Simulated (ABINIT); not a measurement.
# As (P6/mmm) in ABINIT: equation of state

How stiff is As in PBE, and what volume does it want? The cell is scaled to several volumes.

Program: ABINIT 10.8.3 (patched build). These are calculated values, not measurements. Logs are shortened: lines on timing, memory, paths and dates and some standing lists are left out, and cuts for length are marked. The log counts tension as positive stress, the text compression.

## 1. Starting point

Symmetry: P6/mmm, No. 191, hexagonal system. The conventional cell has a = 4.566 Å, b = 4.566 Å, c = 2.834 Å, α = 90.00°, β = 90.00°, γ = 120.00°. As (site symmetry -6m2) is surrounded by 5 As at 2.64 to 2.83 Å.

The cell was built by a generator and needn't be a form met in nature.

## 2. Equation of state, PBE

File run.abi:

```
# Datasets: one volume each
ndtset 7
getwfk -1
scalecart1 3*0.9795861087
scalecart2 3*0.9864848297
scalecart3 3*0.9932883884
scalecart4 3*1.0000000000
scalecart5 3*1.0066227096
scalecart6 3*1.0131594038
scalecart7 3*1.0196128224

# Pseudopotentials
pp_dirpath "./"
pseudos "As.GGA_PBE-JTH.xml"

# Structure
acell 4.5664 4.5664013823 2.83374 Angstrom
rprim
     1.0000000000     0.0000000000     0.0000000000
    -0.4999998486     0.8660254912     0.0000000000
     0.0000000000     0.0000000000     1.0000000000
ntypat 1
znucl 33
natom 2
typat 1 1
xred
     0.3333300000     0.6666700000     0.0000000000
     0.6666700000     0.3333300000     0.0000000000

# Plane-wave basis
ecut 15.0
pawecutdg 30.0
pawxcdev 0

# k points
kptopt 1
ngkpt 7 7 9
nshiftk 1
shiftk 0.0 0.0 0.0

# Exchange and correlation
ixc 11

# Bands and occupations
nband 19
occopt 3
tsmear 0.05 eV

# SCF cycle
nstep 100
tolvrs 1.0e-9

# Output
iomode 3
prtwf 1
prtden 0
prteig 0
prtebands 0
enunit 2
```

Potentials or basis: JTH PAW PBE v2.0.

Command:

```sh
abinit run.abi > log 2>&1
```

run.abo:

```text
.Version 10.8.3 of ABINIT
 DATASET    1 : space group Cm m m (# 65); Bravais oC (1-face-center ortho.)
================================================================================
 Values of the parameters that define the memory need for DATASET  1.
     intxc =       0    ionmov =       0      iscf =      17    lmnmax =      18
     lnmax =       6     mgfft =      30  mpssoang =       3    mqgrid =    3001
     natom =       2  nloc_mem =       2    nspden =       1   nspinor =       1
    nsppol =       1      nsym =       8    n1xccc =       1    ntypat =       1
    occopt =       3   xclevel =       2
       mpw =         923          nfft =       18000          nkpt =          80
 PAW method is used; the additional fine FFT grid is defined by:
   mgfftf=        45    nfftf =     54675
================================================================================
================================================================================
[... 71 lines left out ...]
 DATASET    7 : space group Cm m m (# 65); Bravais oC (1-face-center ortho.)
================================================================================
 Values of the parameters that define the memory need for DATASET  7.
     intxc =       0    ionmov =       0      iscf =      17    lmnmax =      18
     lnmax =       6     mgfft =      32  mpssoang =       3    mqgrid =    3001
     natom =       2  nloc_mem =       2    nspden =       1   nspinor =       1
    nsppol =       1      nsym =       8    n1xccc =       1    ntypat =       1
    occopt =       3   xclevel =       2
       mpw =        1060          nfft =       20480          nkpt =          80
 PAW method is used; the additional fine FFT grid is defined by:
   mgfftf=        45    nfftf =     60750
================================================================================
================================================================================

--------------------------------------------------------------------------------
------------- Echo of variables that govern the present computation ------------
--------------------------------------------------------------------------------
 -outvars: echo values of preprocessed input variables --------
            acell1     8.4530901836E+00  8.4530901836E+00  5.2456762770E+00 Bohr
            acell2     8.5126209489E+00  8.5126209489E+00  5.2826188763E+00 Bohr
            acell3     8.5713305353E+00  8.5713305353E+00  5.3190518822E+00 Bohr
            acell4     8.6292466874E+00  8.6292466874E+00  5.3549925120E+00 Bohr
            acell5     8.6863956823E+00  8.6863956823E+00  5.3904570723E+00 Bohr
            acell6     8.7428024291E+00  8.7428024291E+00  5.4254610208E+00 Bohr
            acell7     8.7984905702E+00  8.7984905702E+00  5.4600190291E+00 Bohr
              amu      7.49215900E+01
             ecut      1.50000000E+01 Hartree
           enunit           2
           getwfk          -1
[... 1463 lines left out ...]
================================================================================

 -outvars: echo values of variables after computation  --------
            acell1     8.4530901836E+00  8.4530901836E+00  5.2456762770E+00 Bohr
            acell2     8.5126209489E+00  8.5126209489E+00  5.2826188763E+00 Bohr
            acell3     8.5713305353E+00  8.5713305353E+00  5.3190518822E+00 Bohr
            acell4     8.6292466874E+00  8.6292466874E+00  5.3549925120E+00 Bohr
            acell5     8.6863956823E+00  8.6863956823E+00  5.3904570723E+00 Bohr
            acell6     8.7428024291E+00  8.7428024291E+00  5.4254610208E+00 Bohr
            acell7     8.7984905702E+00  8.7984905702E+00  5.4600190291E+00 Bohr
           etotal1    -2.2772302485E+02
           etotal2    -2.2772370795E+02
           etotal3    -2.2772409027E+02
           etotal4    -2.2772419954E+02
           etotal5    -2.2772404834E+02
           etotal6    -2.2772365354E+02
           etotal7    -2.2772303307E+02
            fcart1     1.7589132619E-06 -1.0155086354E-06 -0.0000000000E+00
                      -1.7589132619E-06  1.0155086354E-06 -0.0000000000E+00
            fcart2     2.4995772892E-06 -1.4431310384E-06 -0.0000000000E+00
                      -2.4995772892E-06  1.4431310384E-06 -0.0000000000E+00
            fcart3     3.2048263643E-06 -1.8503066174E-06 -0.0000000000E+00
                      -3.2048263643E-06  1.8503066174E-06 -0.0000000000E+00
            fcart4     3.9645230566E-06 -2.2889175302E-06 -0.0000000000E+00
                      -3.9645230566E-06  2.2889175302E-06 -0.0000000000E+00
            fcart5     4.3076091502E-06 -2.4869982988E-06 -0.0000000000E+00
                      -4.3076091502E-06  2.4869982988E-06 -0.0000000000E+00
            fcart6     4.4088219025E-06 -2.5454334850E-06 -0.0000000000E+00
                      -4.4088219025E-06  2.5454334850E-06 -0.0000000000E+00
            fcart7     4.1658161752E-06 -2.4051341195E-06 -0.0000000000E+00
                      -4.1658161752E-06  2.4051341195E-06 -0.0000000000E+00
            rprim      1.0000000000E+00  2.6215899086E-07  0.0000000000E+00
                      -5.0000007563E-01  8.6602536012E-01  0.0000000000E+00
                       0.0000000000E+00  0.0000000000E+00  1.0000000000E+00
           strten1    -9.9007721882E-05 -9.9030564974E-05 -1.5464724309E-04
                       0.0000000000E+00  0.0000000000E+00 -1.9782681374E-08
           strten2    -4.9706631461E-05 -4.9725373787E-05 -1.2338960911E-04
                       0.0000000000E+00  0.0000000000E+00 -1.6231317593E-08
           strten3    -4.2739254808E-06 -4.2936232429E-06 -9.3299478445E-05
                       0.0000000000E+00  0.0000000000E+00 -1.7058748645E-08
           strten4     3.7611399840E-05  3.7590610548E-05 -6.1079233526E-05
                       0.0000000000E+00  0.0000000000E+00 -1.8004040227E-08
           strten5     7.5615166834E-05  7.5595005057E-05 -2.7348951305E-05
                       0.0000000000E+00  0.0000000000E+00 -1.7460597040E-08
           strten6     1.0984847599E-04  1.0983047554E-04  6.2719080234E-06
                       0.0000000000E+00  0.0000000000E+00 -1.5588837595E-08
           strten7     1.4051981481E-04  1.4050453843E-04  3.8014941461E-05
                       0.0000000000E+00  0.0000000000E+00 -1.3229725433E-08
           xangst1    -2.2591465211E-05  2.5826064003E+00  0.0000000000E+00
                       2.2366135950E+00  1.2912844170E+00  0.0000000000E+00
           xangst2    -2.2750565277E-05  2.6007943685E+00  0.0000000000E+00
                       2.2523649139E+00  1.3003782689E+00  0.0000000000E+00
           xangst3    -2.2907470687E-05  2.6187314483E+00  0.0000000000E+00
                       2.2678989561E+00  1.3093466783E+00  0.0000000000E+00
           xangst4    -2.3062255589E-05  2.6364261164E+00  0.0000000000E+00
                       2.2832230625E+00  1.3181938837E+00  0.0000000000E+00
           xangst5    -2.3214990211E-05  2.6538864010E+00  0.0000000000E+00
                       2.2983441858E+00  1.3269238990E+00  0.0000000000E+00
           xangst6    -2.3365741122E-05  2.6711199123E+00  0.0000000000E+00
                       2.3132689167E+00  1.3355405293E+00  0.0000000000E+00
           xangst7    -2.3514571512E-05  2.6881338736E+00  0.0000000000E+00
                       2.3280035109E+00  1.3440473862E+00  0.0000000000E+00
             xred      3.3333000000E-01  6.6667000000E-01  0.0000000000E+00
                       6.6667000000E-01  3.3333000000E-01  0.0000000000E+00
 Calculation completed.
```

Run time: 4.6 min. Hardware: 1 thread of Arm Neoverse V1, shared host; peak memory 0.16 GiB.

Results:

| Property | Result |
| --- | --- |
| Equilibrium volume | 25.54 Å³/atom (rough: see the caveat) |
| Bulk modulus at fixed shape and positions | 55 GPa (rough) |

Energy against volume, from the lowest point:
| volume (Å³/atom) | energy (meV/atom) |
| --- | --- |
| 24.051 | 15.98 |
| 24.563 | 6.69 |
| 25.075 | 1.49 |
| 25.586 | 0.00 |
| 26.098 | 2.06 |
| 26.610 | 7.43 |
| 27.122 | 15.87 |

Caveat: pressures at fixed basis lie under the slope of the energies; the fit is doubtful: noisy points or a state that changes with volume; the cell was scaled at fixed shape and fractional positions, which overstates the stiffness of a crystal with free parameters, most of all of layers and chains.
